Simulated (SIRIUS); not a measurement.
# GaN (P-6m2) in SIRIUS: reference runs

Aim: a first look at GaN with PBE, on the cell as given.

Everything below comes from runs of SIRIUS 7.10.0. Logs are shortened: lines on timing, memory, paths and dates and some standing lists are left out, and cuts for length are marked. The log counts tension as positive stress, the text compression.

## 1. The structure

The structure is hexagonal, space group P-6m2 (No. 187). Conventional cell: a = 2.981 Å, b = 2.981 Å, c = 2.683 Å, α = 90.00°, β = 90.00°, γ = 120.00°. Ga (site symmetry -6m2) is surrounded by 6 N at 2.18 Å. Around N (site symmetry -6m2) lie 6 Ga at 2.18 Å.

The cell was built by a generator and needn't be a form met in nature.

## 2. Single point, PBE

File sirius.json:

```json
{
  "control": {
    "processing_unit": "cpu",
    "verbosity": 2,
    "num_bands_to_print": 16,
    "print_forces": true,
    "print_stress": true
  },
  "parameters": {
    "electronic_structure_method": "pseudopotential",
    "xc_functionals": ["XC_GGA_X_PBE", "XC_GGA_C_PBE"],
    "gk_cutoff": 9.2,
    "pw_cutoff": 18.4,
    "ngridk": [10, 10, 10],
    "shiftk": [0, 0, 0],
    "smearing": "fermi_dirac",
    "smearing_width": 0.0018374661,
    "num_bands": 16,
    "num_mag_dims": 0,
    "num_dft_iter": 100,
    "energy_tol": 1e-08,
    "density_tol": 1e-06
  },
  "iterative_solver": {
    "type": "davidson",
    "min_tolerance": 1e-09,
    "tolerance_scale": [0.1, 0.25]
  },
  "mixer": {
    "type": "anderson",
    "beta": 0.7,
    "max_history": 8
  },
  "settings": {
    "tol_ne": 1e-10,
    "pseudo_grid_cutoff": 6.5
  },
  "unit_cell": {
    "lattice_vectors": [
      [5.632593276105, 0.0, 0.0],
      [-2.816296638052, 4.877968942758, 0.0],
      [0.0, 0.0, 5.070834391037]
    ],
    "atom_coordinate_units": "lattice",
    "atom_types": ["Ga", "N"],
    "atom_files": {
      "Ga": "Ga.json",
      "N": "N.json"
    },
    "atoms": {
      "Ga": [
        [0.66667, 0.33333, 0.5]
      ],
      "N": [
        [0.0, 0.0, 0.0]
      ]
    }
  }
}
```

Potentials or basis: PseudoDojo 0.4.1 PBE standard (scalar relativistic).

The run is started by

```
$ upf_to_json Ga.upf
$ upf_to_json N.upf
$ OMP_NUM_THREADS=1 sirius.scf --input=sirius.json --output=out.json --task=0
```

Log:

```text
[info] SIRIUS version : 7.10.0
[info] number of MPI ranks           : 1
[info] MPI grid                      : 1 1
[info] maximum number of OMP threads : 1
[fft] FFT context for density and potential
[fft] =====================================
[fft]   comm size                             : 1
[fft]   plane wave cutoff                     : 18.4
[fft]   grid size                             : 36 36 32   total : 41472
[fft]   grid limits                           : -17 18   -17 18   -15 16
[fft]   number of G-vectors within the cutoff : 7323
[fft]   local number of G-vectors             : 7323
[fft]   number of G-shells                    : 784
[fft] FFT context for coarse grid
[fft] =====================================
[fft]   comm size                             : 1
[fft]   plane wave cutoff                     : 18.4
[fft]   grid size                             : 36 36 32   total : 41472
[fft]   grid limits                           : -17 18   -17 18   -15 16
[fft]   number of G-vectors within the cutoff : 7323
[fft]   local number of G-vectors             : 7323
[fft]   number of G-shells                    : 784
[unit cell] lattice vectors
[unit cell]   a1 :       5.6325932761      0.0000000000      0.0000000000
[unit cell]   a2 :      -2.8162966381      4.8779689428      0.0000000000
[unit cell]   a3 :       0.0000000000      0.0000000000      5.0708343910
[unit cell] reciprocal lattice vectors
[unit cell]   b1 :       1.1155048837      0.6440370348     -0.0000000000
[unit cell]   b2 :       0.0000000000      1.2880740695      0.0000000000
[unit cell]   b3 :       0.0000000000     -0.0000000000      1.2390831218
[unit cell] unit cell volume :       139.32429380 [a.u.^3]
[unit cell] 1/sqrt(omega)    :         0.08472012
[unit cell] MT volume        :         0.00000000 ( 0.00%)
[unit cell] IT volume        :       139.32429380 (100.00%)
[unit cell] number of atom types : 2
[unit cell] type id : 0 symbol : Ga mt_radius :  19.010000 num_atoms : 1
[unit cell] type id : 1 symbol :  N mt_radius :  10.570000 num_atoms : 1
[unit cell] total number of atoms : 2
[unit cell] number of symmetry classes : 2
[unit cell] number of PAW atoms : 0
[unit cell] atom id  type id  class id             position                      vector_field
[unit cell] ------------------------------------------------------------------------------------------
[unit cell]      0        0        0      0.66667   0.33333   0.50000      0.00000   0.00000   0.00000
[unit cell]      1        1        1      0.00000   0.00000   0.00000      0.00000   0.00000   0.00000
[unit cell] atom id         position (Cartesian, a.u.)
[unit cell] ---------------------------------------------
[unit cell]      0       2.816325    1.625973    2.535417
[unit cell]      1       0.000000    0.000000    0.000000
[unit cell] class id : 0 atom id : 0
[unit cell] class id : 1 atom id : 1
[unit cell] minimum bond length:     4.123530
[unit cell] total number of pseudo wave-functions: 13
[sym] space group number   : 38
[sym] international symbol : Amm2
[sym] Hall symbol          : A 2 -2
[sym] space group transformation matrix :
[sym]   0.0000  0.0000 -1.0000
[sym]   0.5000  0.5000  0.0000
[sym]   0.5000 -0.5000  0.0000
[sym] space group origin shift :
[sym]   0.0000  0.0000  0.0000
[sym] number of space group operations  : 4
[sym] number of magnetic group operations : 4
[sym] metric tensor error: 7.4599e-07
[sym] rotation matrix error: 2.7151e-08
[sym] symmetry operations
[... list of symmetry operations ...]
[atom type] label          : Ga
[atom type] --------------------------------------------------------------------------------
[... 273 lines left out ...]
[find] iteration : 10, RMS : 2.989494470192e-07, energy difference : 6.565102239620e-09
[find] Hartree energy of density residual : 3.681730589719e-12
[find] bands are converged : true
[find] iterative solver converged : false
[find] +------------------------------+
[find] | SCF iteration  11 out of 100|
[find] +------------------------------+
[diagonalize] iterative solver tolerance (occupied, empty): 2.32846e-09 2.32846e-09
[diagonalize] average number of iterations: 2.62903
[diagonalize] Lowest band energies
[diagonalize] ik:    0   -0.139093   -0.066881   -0.060026   -0.060026   -0.048795   -0.048795    0.446974    0.457072    0.457075    0.482904    0.846354    0.846359    0.889340    1.033447    1.064470    1.267746
[diagonalize] ik:    1   -0.133705   -0.066578   -0.059587   -0.059153   -0.049333   -0.048880    0.401970    0.449251    0.451249    0.527930    0.803267    0.859994    0.908227    1.053546    1.080265    1.263477
[diagonalize] ik:    2   -0.119210   -0.066178   -0.056830   -0.056635   -0.050722   -0.049104    0.330465    0.430578    0.462834    0.568342    0.752806    0.893052    0.933028    1.026672    1.131030    1.270904
[diagonalize] ik:    3   -0.102132   -0.065990   -0.053884   -0.052400   -0.049379   -0.046579    0.259716    0.410181    0.478069    0.586090    0.734418    0.928178    0.942468    0.995627    1.148346    1.298910
[diagonalize] ik:    4   -0.092044   -0.065602   -0.053728   -0.051436   -0.049602   -0.027009    0.201347    0.395254    0.491298    0.585184    0.744880    0.924730    0.950993    0.971366    1.193104    1.315074
[diagonalize] ...
[diagonalize] ik:  181   -0.084547   -0.061284   -0.058863   -0.052257   -0.048126    0.024600    0.209183    0.356266    0.475146    0.558107    0.768968    0.805154    0.823223    0.969882    1.187761    1.234227
[diagonalize] ik:  182   -0.088232   -0.063280   -0.060107   -0.052091   -0.044873    0.068279    0.283528    0.304458    0.421452    0.470948    0.603645    0.816894    0.944192    0.994029    1.260513    1.282701
[diagonalize] ik:  183   -0.088945   -0.062257   -0.060891   -0.050494   -0.044887    0.059775    0.267036    0.302324    0.453203    0.464128    0.691150    0.779975    0.876477    0.996322    1.219900    1.311989
[diagonalize] ik:  184   -0.088422   -0.062736   -0.059633   -0.050302   -0.045576    0.049323    0.247368    0.312768    0.469752    0.484213    0.764576    0.786463    0.795743    0.990809    1.205207    1.301921
[diagonalize] ik:  185   -0.089652   -0.063291   -0.059928   -0.049548   -0.044652    0.060092    0.269149    0.295440    0.449431    0.467763    0.760231    0.780775    0.786354    1.003770    1.211197    1.336993
[find] Charges and magnetic moments
[find] --------------------------------------------------------------------------------
[find] total charge          : 18.000000
[find] Energy
[find] --------------------------------------------------------------------------------
[find] valence_eval_sum               :       1.47598459
[find] <rho|V^{XC}>                   :     -16.92600071
[find] <rho|E^{XC}>                   :     -24.03142532
[find] <mag|B^{XC}>                   :       0.00000000
[find] <rho|V^{H}>                    :      37.93233670
[find] one-electron contribution      :     -19.53035140 (Ha),     -39.06070281 (Ry)
[find] hartree contribution           :      18.96616835
[find] xc contribution                :     -24.03142532
[find] ewald contribution             :     -62.21527196
[find] PAW contribution               :       0.00000000
[find] smearing (-TS)                 :      -0.00012499
[find] SCF correction                 :       0.00000485
[find] Total energy                   :     -86.81087549 (Ha),    -173.62175098 (Ry)
[find] Free energy (E-TS)             :     -86.81100048 (Ha),    -173.62200096 (Ry)
[find] band gap (eV)                  :       0.00000000
[find] Efermi                         :       0.49261019
[find] iteration : 11, RMS : 1.656086352352e-07, energy difference : -3.836078121822e-10
[find] Hartree energy of density residual : 4.841660410923e-13
[find] bands are converged : false
[find] iterative solver converged : true
[find] converged after 12 SCF iterations!
[find] Charges and magnetic moments
[find] --------------------------------------------------------------------------------
[find] total charge          : 18.000000
[find] Energy
[find] --------------------------------------------------------------------------------
[find] valence_eval_sum               :       1.47598459
[find] <rho|V^{XC}>                   :     -16.92600071
[find] <rho|E^{XC}>                   :     -24.03142532
[find] <mag|B^{XC}>                   :       0.00000000
[find] <rho|V^{H}>                    :      37.93233670
[find] one-electron contribution      :     -19.53035140 (Ha),     -39.06070281 (Ry)
[find] hartree contribution           :      18.96616835
[find] xc contribution                :     -24.03142532
[find] ewald contribution             :     -62.21527196
[find] PAW contribution               :       0.00000000
[find] smearing (-TS)                 :      -0.00012499
[find] SCF correction                 :       0.00000485
[find] Total energy                   :     -86.81087549 (Ha),    -173.62175098 (Ry)
[find] Free energy (E-TS)             :     -86.81100048 (Ha),    -173.62200096 (Ry)
[find] band gap (eV)                  :       0.00000000
[find] Efermi                         :       0.49261019
[ground_state] === stress tensor components [kbar] ===
[ground_state] === stress_kin ===
[ground_state] -98750.540884   -0.011790    0.000000
[ground_state]    -0.011790-98750.551402    0.000000
[ground_state]     0.000000    0.000000-98564.542783
[ground_state] === stress_har ===
[ground_state] -11589.822860    0.192329   -0.000000
[ground_state]     0.192329-11589.600413    0.000000
[ground_state]    -0.000000    0.000000-16871.299364
[ground_state] === stress_ewald ===
[ground_state] 46742.685440    0.354525    0.000000
[ground_state]     0.35452546743.093345   -0.000000
[ground_state]     0.000000   -0.00000037893.767939
[ground_state] === stress_vloc ===
[ground_state] -14919.168990   -0.540753    0.000000
[ground_state]    -0.540753-14919.792930    0.000000
[ground_state]     0.000000    0.000000 -934.384347
[ground_state] === stress_xc ===
[ground_state] -14363.343726    0.000593    0.000000
[ground_state]     0.000593-14363.342591    0.000000
[ground_state]     0.000000    0.000000-14375.644377
[ground_state] === stress_core ===
[ground_state] 26440.158348    0.000415    0.000000
[ground_state]     0.00041526440.157998    0.000000
[ground_state]     0.000000    0.00000026436.560624
[ground_state] === stress_nonloc ===
[ground_state] 66437.009010    0.003072    0.000000
[ground_state]     0.00307266437.010475   -0.000000
[ground_state]     0.000000   -0.00000066415.655994
[ground_state] === stress_us_nl ===
[ground_state] 66437.009010    0.003072    0.000000
[ground_state]     0.00307266437.010475   -0.000000
[ground_state]     0.000000   -0.00000066415.655994
[ground_state] === stress_total ===
[ground_state]    -3.023661   -0.001609   -0.000000
[ground_state]    -0.001609   -3.025519    0.000000
[ground_state]    -0.000000    0.000000    0.113688
[ground_state] ==== total Forces in Ha/bohr =====
[ground_state] atom:    0, force:       0.0000000     -0.0000000      0.0000000
[ground_state] atom:    1, force:       0.0000009     -0.0000005      0.0000000
[ground_state] ==== ultrasoft contribution from Qij =====
[ground_state] atom:    0, force:       0.0000000      0.0000000      0.0000000
[ground_state] atom:    1, force:       0.0000000      0.0000000      0.0000000
[ground_state] ==== non-local contribution from Beta-projector =====
[ground_state] atom:    0, force:      -0.0000025      0.0000014      0.0000000
[ground_state] atom:    1, force:      -0.0000045      0.0000026      0.0000000
[ground_state] ==== contribution from local potential =====
[ground_state] atom:    0, force:       0.0000499     -0.0000288      0.0000000
[ground_state] atom:    1, force:      -0.0000426      0.0000246      0.0000000
[ground_state] ==== contribution from core density =====
[ground_state] atom:    0, force:      -0.0000003      0.0000002      0.0000000
[ground_state] atom:    1, force:       0.0000001     -0.0000001      0.0000000
[ground_state] ==== Ewald forces from ions =====
[ground_state] atom:    0, force:      -0.0000479      0.0000277      0.0000000
[ground_state] atom:    1, force:       0.0000479     -0.0000277      0.0000000
[~DFT_ground_state] local op. applied: 83208
[~DFT_ground_state] evp. work count: 21455.1
[~DFT_ground_state] number of iterative solver steps: 5784
```

Wall time 82 s (1 thread of Arm Neoverse V2, shared host); peak memory 0.68 GiB.

Results:

* Free energy: -2362.2477 eV
* Pressure: 0.2 GPa
* Band gap on the k mesh: none (metal or under the smearing width)
